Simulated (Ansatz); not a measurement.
Here is an Ansatz 0.2.0 calculation.

input.yaml

```yaml
crystal:
  lattice:
    - [0.0, 2.1839935596, 2.1839935596]
    - [2.1839935596, 0.0, 2.1839935596]
    - [2.1839935596, 2.1839935596, 0.0]
  atoms:
    - { symbol: Al, position: [0.0, 0.0, 0.0] }
    - { symbol: "N", position: [0.25, 0.25, 0.25] }
hamiltonian:
  xc: pbe
  pseudopotentials: { kind: paw }
kpoints:
  mp_grid: { grid: [10, 10, 10] }
scf:
  occupations: { method: gaussian, width: 0.029 }
output:
  forces: true
  stress: true
  eigenvalues: true
```

Potentials or basis: Ansatz PAW.

Command:

```console
$ ansatz run input.yaml --threads 2 --pin off --max-ram 5632MiB --backend cpu --events-out ev --progress --plain --runs-dir out
```

Estimate the band gap on the k mesh.

3.33 eV, indirect (least direct gap 4.19 eV).

What does it give for the pressure?

4.9 GPa.

Caveat: the pressure holds a Pulay correction of +0.5 GPa for the finite cutoff. PBE gaps usually lie below the measured ones, often by a third to a half.
